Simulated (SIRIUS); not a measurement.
Runs of SIRIUS 7.12.0 on TiCo. Symmetry: Pm-3m, No. 221, cubic system. The conventional cell has a = 2.986 Å, b = 2.986 Å, c = 2.986 Å, α = 90.00°, β = 90.00°, γ = 90.00°. Co (site symmetry m-3m) has 8 Ti at 2.59 Å as nearest neighbours. Around Ti (site symmetry m-3m) lie 8 Co at 2.59 Å. The cell comes from a database or a generator and needn't be the stable form of this composition.

| level | potentials or basis | k mesh | mesh quality | gap on the mesh (eV) | pressure (GPa) | moment (μB) |
| --- | --- | --- | --- | --- | --- | --- |
| PBEsol | PseudoDojo 0.4.1 PBEsol standard (scalar relativistic) | 9 × 9 × 9 | not flagged | none | (a) | 0.69 |
| AM05 | PseudoDojo 0.4.1 PBE standard (scalar relativistic) | 5 × 5 × 5 | coarse | none | -7.6 | 0.90 |
| PW91 | PseudoDojo 0.4.1 PBE standard (scalar relativistic) | 5 × 5 × 5 | coarse | none | -0.4 | 0.90 |
| BP86 | PseudoDojo 0.4.1 PBE standard (scalar relativistic) | 5 × 5 × 5 | coarse | none | -0.5 | 0.90 |
| HTBS | PseudoDojo 0.4.1 PBE standard (scalar relativistic) | 5 × 5 × 5 | coarse | none | -5.2 | 0.90 |
| RPBE | PseudoDojo 0.4.1 PBE standard (scalar relativistic) | 5 × 5 × 5 | coarse | none | 5.0 | 0.90 |
| PBEsol | PseudoDojo 0.4.1 PBE standard (scalar relativistic) | 5 × 5 × 5 | coarse | none | -7.0 | 0.90 |
| XLYP | PseudoDojo 0.4.1 PBE standard (scalar relativistic) | 5 × 5 × 5 | coarse | none | 6.6 | 0.90 |
| revPBE | PseudoDojo 0.4.1 PBE standard (scalar relativistic) | 5 × 5 × 5 | coarse | none | 3.7 | 0.90 |
| LDA | PseudoDojo 0.4.1 PBE standard (scalar relativistic) | 5 × 5 × 5 | coarse | none | -13.9 | 0.87 |
| PBE | PseudoDojo 0.4.1 PBE standard (scalar relativistic) | 5 × 5 × 5 | coarse | none | (b) | 0.90 |
| BLYP | PseudoDojo 0.4.1 PBE standard (scalar relativistic) | 5 × 5 × 5 | coarse | none | 5.3 | 0.90 |

Alike in all rows: task single point; spin collinear, ferromagnetic start; cell as given; cutoff (eV) 1307; smearing fermi-dirac 0.05 eV.

**Question.** Estimate the missing entries.

**Answer.** (a) -8.3; (b) 0.3.

Caveats: some runs use coarse meshes; the potentials were made for another functional, which shifts forces and pressure (some runs).

A k mesh can miss the band edges.

A gap of «none» marks a metal or a gap under the smearing width.

Not every run made on this cell is shown here.
